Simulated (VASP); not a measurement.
Set up this calculation in VASP 6.6.1, as the native input.

* Task: relaxation of cell and atoms
* Functional: r2SCAN
* Dispersion: rVV10
* Potentials or basis: VASP PAW PBE potentials, release 64 (Nb_sv, C)
* Cutoff: 600 eV
* k mesh: 16 × 16 × 16
* Occupations: gaussian, width 0.1 eV
* Spin: no spin polarisation
* Further INCAR settings: ALGO = Normal; EDIFF = 1e-07; IBRION = 2; EDIFFG = -0.005; NSW = 90; ISIF = 3

The structure of NbC lies in POSCAR:

```
NbC
1.0
    0.0000000000      2.2540454600      2.2540454600
    2.2540454600      0.0000000000      2.2540454600
    2.2540454600      2.2540454600      0.0000000000
Nb C
1 1
Direct
    0.0000000000      0.0000000000      0.0000000000
    0.5000000000      0.5000000000      0.5000000000
```

The cell is a database's computed one.

One way to write it, as run:

INCAR

```
PREC = Accurate ; ENCUT = 600
EDIFF = 1E-7 ; ISMEAR = 0
SIGMA = 0.1 ; LREAL = F
LASPH = T ; NELM = 60
ALGO = Normal ; ISIF = 3
LWAVE = F ; LCHARG = F
METAGGA = R2SCAN ; LMIXTAU = T
LUSE_VDW = T ; IVDW_NL = 2
BPARAM = 11.95 ; CPARAM = 0.0093
IBRION = 2 ; NSW = 90
EDIFFG = -0.005
```

KPOINTS

```
Automatic mesh
0
Gamma
  16 16 16
```

Potentials or basis: VASP PAW PBE potentials, release 64 (Nb_sv, C).

Command:

```bash
$ cat potpaw_PBE.64/Nb_sv/POTCAR potpaw_PBE.64/C/POTCAR > POTCAR
$ mpirun -np 1 vasp_std > vasp.out
```

It gave:

```json
{"Relaxed volume": "11.20 Å³/atom", "Relaxed cell": "a = 3.164 Å, b = 3.164 Å, c = 3.164 Å, α = 60.00°, β = 60.00°, γ = 60.00°", "Space group after relaxing (to 0.05 Å)": "Fm-3m (No. 225)", "Energy gained by relaxing": "5.5 meV/atom", "Ionic steps": "4", "Pressure after relaxing": "0.0 GPa", "Band gap on the k mesh": "none (metal or under the smearing width)"}
```

Caveat: the PAW data sets were made with another functional, which shifts forces and pressure a little.

It took 8.9 min on 1 thread of Intel(R) Xeon(R) 6975P-C (Granite Rapids) (shared host), peak memory 0.33 GiB.
